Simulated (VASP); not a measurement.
A run of VASP 6.6.1 is set up as follows.

The input INCAR:

```
SYSTEM = SiRu
PREC = Accurate ; ENCUT = 900
EDIFF = 1E-7 ; ISMEAR = 0
SIGMA = 0.1 ; LREAL = .FALSE.
LASPH = .TRUE. ; NELM = 100
ALGO = Normal ; ISIF = 2
LWAVE = .FALSE. ; LCHARG = .FALSE.
GGA = PS ; NBANDS = 46
```

KPOINTS

```
regular mesh
0
G
  8 8 8
  0 0 0
```

Contents of POSCAR:

```
SiRu
1.0
    4.6904800000      0.0000000000      0.0000000000
    0.0000000000      4.6904800000      0.0000000000
    0.0000000000      0.0000000000      4.6904800000
Si Ru
4 4
Direct
    0.1616100000      0.3383900000      0.6616100000
    0.3383900000      0.6616100000      0.1616100000
    0.6616100000      0.1616100000      0.3383900000
    0.8383900000      0.8383900000      0.8383900000
    0.8686500000      0.6313500000      0.3686500000
    0.6313500000      0.3686500000      0.8686500000
    0.3686500000      0.8686500000      0.6313500000
    0.1313500000      0.1313500000      0.1313500000
```

Potentials or basis: VASP PAW PBE potentials, release 64 (Si, Ru_pv).

Command:

```sh
$ cat potpaw_PBE.64/Si/POTCAR potpaw_PBE.64/Ru_pv/POTCAR > POTCAR
$ mpirun -np 1 vasp_std > vasp.out
```

Task: Estimate the pressure.

Result: 0.0 GPa.

Task: Predict the band gap on the k mesh.

Result: 0.24 eV, indirect (least direct gap 0.33 eV).

Caveat: the PAW data sets were made with another functional, which shifts forces and pressure a little. PBEsol gaps usually lie below the measured ones, often by a third to a half.
